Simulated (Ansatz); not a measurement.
# Ge: enthalpy against pressure

Ge, Fd-3m, a = 5.760 Å. Ansatz: PBE, PAW, 420 eV, Γ-centred 12×12×12 mesh on 2 atoms, Gaussian smearing 0.10 eV; no spin polarisation. Cell and atoms are relaxed at each pressure, and no other structure is tried; the real crystal is known to change phase within this range, so the rows at high pressure are metastable. y is the enthalpy over the state at zero pressure; there V0 = 23.883 Å³/atom. The pressures are the targets, met within 0.06 GPa.

```
P (GPa) y (eV/atom)
   -1.0      -0.1505
    0.0       0.0000
    1.0       0.1479
    4.0       0.5787
   12.0       1.6545
   25.0            ?
   50.0       6.0025
   90.0       9.8855
```

**Question.** Fit y = c1 P + c2 P² + c3 P³ to the other rows, say what c1 and c2 mean, and predict the missing value.

**Answer.** Least squares on the rows shown. y = 0.14563 P − 0.00065437 P² + 2.8520×10⁻⁶ P³. Since dH/dP = V, c1 is V0: 0.14563 eV/GPa × 160.2 = 23.330 Å³ against 23.883; c2 = −V0/(2B0) gives B0 = 111 GPa, where a Birch–Murnaghan fit to the volumes of the same runs (not shown) gives 59 GPa: a cubic over this range folds the higher terms into c2. Above P = −c2/(3 c3) = 76 GPa the cubic's slope, the volume, would rise with pressure, so the form fails there. At P = 25.0 the fit asked for gives 3.2763 eV/atom. The run gave 3.2514 eV/atom, so the fit is 0.0249 eV/atom too high, 0.25 % of the span of the series, against an rms of 0.0037 eV/atom on the fitted rows. With a term in P⁴ added, a fit to the same known rows predicts 3.2364 eV/atom, a smaller miss on the other side. Also, this row ran on the mesh 14×14×14, its neighbour on 12×12×12, which can shift it a little.

The mesh isn't the same in all rows (12×12×12, 14×14×14).